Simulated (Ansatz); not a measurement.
**Mg under changes of volume**

One of the cells (23.237 Å³/atom); the others are scaled copies at fixed shape and fractional positions:

```
CELL_PARAMETERS angstrom
3.20930 0.00000 0.00000
-1.60465 2.77934 0.00000
0.00000 0.00000 5.21030
ATOMIC_POSITIONS crystal
Mg 0.66667 0.33333 0.75000
Mg 0.33333 0.66667 0.25000
```

| Item | Value |
| --- | --- |
| Program | Ansatz 0.2.0 |
| Functional | PBE |
| Potentials or basis | Ansatz PAW earlier set |
| Cutoff | 620 eV (not typed: the program's choice for these potentials) |
| k mesh | 10 × 10 × 5 |
| Occupations | fermi-dirac, width 0.05 eV |
| Spin | no spin polarisation |

```csv
volume (Å³/atom),energy over the lowest point (meV/atom),pressure (GPa)
21.843,6.41,2.0
22.308,2.00,1.1
22.772,0.00,0.3
23.237,0.17,-0.4
23.702,2.28,-1.0
24.167,?,?
24.631,11.61,-2.1
```

**Question.** What does the run at 24.167 Å³/atom give?

**Answer.** Energy over the lowest point 6.16 meV/atom; pressure -1.6 GPa.

Worked out: A Birch-Murnaghan fit of order 3 (a polynomial in V^(-2/3)) to the other rows has its minimum at 22.97 Å³/atom with B0 = V·E''(V) = 35 GPa and B' = 4.2 at fixed shape and positions, which overstates the stiffness. It gives 6.16 meV/atom at 24.167 Å³/atom, against the run's 6.16, and -dE/dV = -1.6 GPa, against -1.6.

Energies are extrapolated to zero smearing.
